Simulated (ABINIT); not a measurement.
WC (Qusongite):

```
W C
1.0
     2.90650    0.00000    0.00000
    -1.45325    2.51710    0.00000
     0.00000    0.00000    2.83660
W C
1 1
Direct
  0.00000 0.00000 0.00000
  0.66667 0.33333 0.50000
```

Base run:

```yaml
Program: ABINIT 10.8.3 (patched build)
Functional: BP86
Potentials_or_basis: JTH PAW PBE v2.0
Cutoff: 517 eV
k_mesh: 10 × 10 × 9
Occupations: fermi-dirac, width 0.05 eV
Spin: no spin polarisation
```

Its results: band gap on the k mesh none (metal or under the smearing width); pressure 8.2 GPa.

The run is repeated on the same cell with these changes: functional from BP86 to PBEsol; k mesh from 10 × 10 × 9 to 6 × 6 × 5. What comes out?

Band gap on the k mesh none (metal or under the smearing width); pressure -2.2 GPa.

Several settings changed at once, so the effect can't be laid on one alone.

Caveats: some runs use coarse meshes; the PAW data sets were made with another functional, which shifts forces and pressure a little; spin-orbit coupling is left out, which moves the levels of the heavy elements (some runs).
